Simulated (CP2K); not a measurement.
## Cu under changes of volume

One of the cells (11.810 Å³/atom); the others are scaled copies at fixed shape and fractional positions:

```
Cu
1.0
     2.55619    0.00000    0.00000
     1.27810    2.21373    0.00000
     1.27810    0.73791    2.08712
Cu
1
Direct
  0.00000 0.00000 0.00000
```

```yaml
Program: CP2K 2026.2
Functional: PBEsol
Potentials_or_basis: POTENTIAL_UZH Cu GTH-PBE-q11; TZVP-MOLOPT-PBE-GTH basis
Density_cutoff: 6123 eV
k_mesh: 13 × 13 × 13
Occupations: fermi-dirac, width 0.05 eV
Spin: no spin polarisation
```

| volume (Å³/atom) | energy over the lowest point (meV/atom) | pressure (GPa) |
| --- | --- | --- |
| 11.102 | 7.69 | 5.7 |
| 11.338 | ? | ? |
| 11.574 | 0.00 | -1.7 |
| 11.810 | 4.81 | -4.8 |
| 12.047 | 13.99 | -7.6 |
| 12.283 | 27.04 | -10.1 |
| 12.519 | 43.49 | -12.2 |

Question: What does the run at 11.338 Å³/atom give?

Answer: Energy over the lowest point 0.13 meV/atom; pressure 1.9 GPa.

Worked out: A Birch-Murnaghan fit of order 3 (a polynomial in V^(-2/3)) to the other rows has its minimum at 11.48 Å³/atom with B0 = V·E''(V) = 187 GPa and B' = 6.7. It gives 0.74 meV/atom at 11.338 Å³/atom, against the run's 0.13, and -dE/dV = 2.5 GPa, against 1.9.

Energies are extrapolated to zero smearing.

Caveats: the potentials were made for another functional, which shifts forces and pressure; the basis of atomic orbitals isn't converged, which shifts pressures, moduli and gaps.
